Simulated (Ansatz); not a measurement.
Crystal: Na2S.

```xyz
3
Lattice="0.0000 3.2735 3.2735 3.2735 0.0000 3.2735 3.2735 3.2735 0.0000" Properties=species:S:1:pos:R:3 pbc="T T T"
S     0.0000    0.0000    0.0000
Na    4.9102    4.9102    4.9102
Na    1.6367    1.6367    1.6367
```

```yaml
Program: Ansatz 0.2.0
Task: single point
Functional: PBEsol
Potentials_or_basis: all-electron LAPW, scalar-relativistic
Cutoff: 157 eV (chosen from the basis error)
Basis_error_allowed: 0.001 eV/atom
k_mesh: 7 × 7 × 7
Occupations: fermi-dirac, width 0.05 eV
Spin: no spin polarisation
```

On this cell: pressure -0.6 GPa; largest force zero by symmetry; band gap on the k mesh 2.36 eV, direct.

The same run follows on a disturbed copy (atoms moved at random, drawn with an rms of 0.05 Å):

```
S Na
1.0
     0.00000    3.27350    3.27350
     3.27350    0.00000    3.27350
     3.27350    3.27350    0.00000
S Na
1 2
Direct
  0.00245 0.99582 0.99954
  0.74286 0.74676 0.75882
  0.26369 0.24206 0.24239
```

Question: What does the disturbed cell give?

Answer: The energy moves by +1.9 meV/atom; pressure -0.6 GPa; largest force 0.130 eV/Å; band gap on the k mesh 2.33 eV, direct.

Forces on the atoms (eV/Å):
```
S   -0.004  0.016 -0.003
Na  -0.097  0.017  0.078
Na   0.102 -0.033 -0.075
```

Stress tensor (GPa, compression positive):
```
-0.55 -0.15 -0.04
-0.15 -0.57  0.19
-0.04  0.19 -0.56
```

